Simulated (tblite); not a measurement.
Settings test, tblite on LiBr

Simulated with tblite 0.8.0. This is a test of settings. The cell began as a measured structure and was relaxed with r2SCAN in plane waves (Ansatz 0.2.0). All runs are without spin polarisation.

The symmetry is Fm-3m (No. 225, cubic); conventional cell a = 5.479 Å, 20.56 Å³ an atom. Li has 6 Br at 2.74 Å; Br has 6 Li at 2.74 Å.

The base run uses GFN1-xTB on a cluster of 64 atoms.

```python
import json
from ase import Atoms
from ase.build import make_supercell
from ase.units import Bohr, GPa, Hartree
from tblite.interface import Calculator

atoms = Atoms(['Li', 'Br'],
              cell=[[0.0, 2.739549, 2.739549], [2.739549, -0.0, 2.739549], [2.739549, 2.739549, 0.0]],
              scaled_positions=[[0.0, -0.0, -0.0], [0.5, 0.5, 0.5]],
              pbc=True)
cluster = make_supercell(atoms, [[-2, 2, 2], [2, -2, 2], [2, 2, -2]])
calc = Calculator('GFN1-xTB', cluster.numbers, cluster.positions / Bohr, lattice=cluster.cell[:] / Bohr, periodic=cluster.pbc)
calc.set('temperature', 0.02 / Hartree)
calc.set('max-iter', 150)
res = calc.singlepoint()
levels = res.get('orbital-energies') * Hartree
nv = round(res.get('orbital-occupations').sum() / 2)
cells = len(cluster) // len(atoms)
out = {'energy_per_cell': res.get('energy') * Hartree / cells, 'homo': levels[nv - 1], 'lumo': levels[nv],
       'stress': (-res.get('virial') * Hartree / cluster.get_volume() / GPa).tolist(), 'charges': res.get('charges')[:len(atoms)].tolist(), 'electrons': 2 * nv / cells}
json.dump(out, open('results.json', 'w'))
for key, value in out.items():
    print(key, value)
```

Command: `python run.py`. It took 3.2 s on 1 thread of Arm Neoverse V2, on a shared host, peak memory 0.12 GiB.

It converged with a gap of 2.13 eV and a pressure of -0.11 GPa (positive in compression). xTB was fitted to molecules, so gaps, charges and pressures of solids can be far off.

Each further run moved one setting: accuracy (scale of the thresholds); mixer-damping (damping of the charge mixer); cluster (size of the cluster in conventional cells). Changes are from the base run, which isn't itself converged in every setting; energies of another Hamiltonian, functional, basis or charge aren't compared, and those at a high electronic temperature are mostly its entropy term.

| setting | how it ended | gap change (eV) | energy change (meV/atom) | pressure change (GPa) | time (s) |
| --- | --- | --- | --- | --- | --- |
| accuracy = 10.0 | converged | 0.00 | 0.0 | 0.00 | 3.1 |
| mixer-damping = 0.7 | converged | 0.00 | 0.0 | 0.00 | 3.2 |
| mixer-damping = 0.1 | converged | 0.00 | 0.0 | 0.00 | 3.3 |
| mixer-damping = 1.0 (poor on purpose) | converged | 0.00 | 0.0 | 0.00 | 3.2 |
| cluster = 1x1x1 (poor on purpose) | converged | -1.11 | 195.4 | 6.75 | 0.83 |

accuracy = 10.0 changes nothing that matters here. mixer-damping = 0.7 changes nothing that matters here. mixer-damping = 0.1 changes nothing that matters here. mixer-damping = 1.0 changes nothing that matters here.

The runs are scalar-relativistic, without spin-orbit coupling.
